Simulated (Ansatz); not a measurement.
Property card for Ba

Theory: Ansatz 0.2.0, DFT r2SCAN, scalar-relativistic, plane waves, PAW.

Settings: cutoff 500 eV, Γ-centred mesh 12×12×12 on the computed 1-atom cell, Gaussian smearing of 0.10 eV; no spin polarisation.

The structure is relaxed at this level of theory with its symmetry kept. This form isn't the element's structure at ambient conditions.

```xyz
1
Lattice="2.1405 -3.7084 0.0000 2.1405 3.7084 0.0000 0.0000 0.0000 3.8927" Properties=species:S:1:pos:R:3 pbc="T T T"
Ba    0.0000    0.0000    0.0000
```

Question: Formation energy from the elements' standard states (uncorrected)?

Answer: +0.140 eV/atom.

Question: Density of states at the Fermi level?

Answer: 0.71 states/eV per cell.

Question: Bulk modulus?

Answer: 7.8 GPa.

Question: Its pressure derivative?

Answer: 2.5.

Question: Bader charges (e)?

Answer: Ba (1 in the cell) 0.00.

Spin-orbit coupling is left out, which matters for the bands of heavy elements.